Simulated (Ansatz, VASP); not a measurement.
# Two plane-wave programs on Al

File INCAR:

```
ALGO = Normal
EDIFF = 1E-6
ENCUT = 520
GGA = PE
ISIF = 2
ISMEAR = 0
LASPH = True
LCHARG = True
LELF = True
LREAL = False
LVHAR = True
LWAVE = False
NBANDS = 8
NELM = 60
PREC = Accurate
SIGMA = 0.1
```

File KPOINTS:

```
k-points
0
Gamma
  10 10 10
```

POSCAR

```
Al
1.0
    0.0000000000      1.9728638521      1.9728638521
    1.9728638521      0.0000000000      1.9728638521
    1.9728638521      1.9728638521      0.0000000000
Al
1
Direct
    0.0000000000      0.0000000000      0.0000000000
```

Input for Ansatz:

```yaml
crystal:
  lattice:
    - [0.0, 1.9728638521012047, 1.9728638521012047]
    - [1.9728638521012047, 0.0, 1.9728638521012047]
    - [1.9728638521012047, 1.9728638521012047, 0.0]
  atoms:
    - { symbol: Al, position: [0.0, 0.0, 0.0] }
basis:
  ecutwfc: 500.0
kpoints:
  mp_grid:
    grid: [10, 10, 10]
hamiltonian:
  xc: pbe
  pseudopotentials:
    kind: paw
scf:
  occupations:
    method: gaussian
    width: 0.1
output:
  stress: true
```

Alike in both runs: task single point; functional PBE; k mesh 10 × 10 × 10; occupations gaussian, width 0.1 eV; no spin polarisation.

```csv
,VASP,Ansatz
version,VASP 6.6.1,Ansatz 0.2.0
potentials or method,"VASP PAW PBE potentials, release 64 (Al)","plane waves, PAW"
plane-wave cutoff (eV),520,500
valence electrons in the cell,3,3
```

Ansatz gave:

| Item | Value |
| --- | --- |
| pressure (GPa) | 6.0 |

Problem. Which values does VASP return?

Solution. Pressure (GPa): 5.9.

The functional is the same, so the differences come from potentials, cutoffs and numerics.
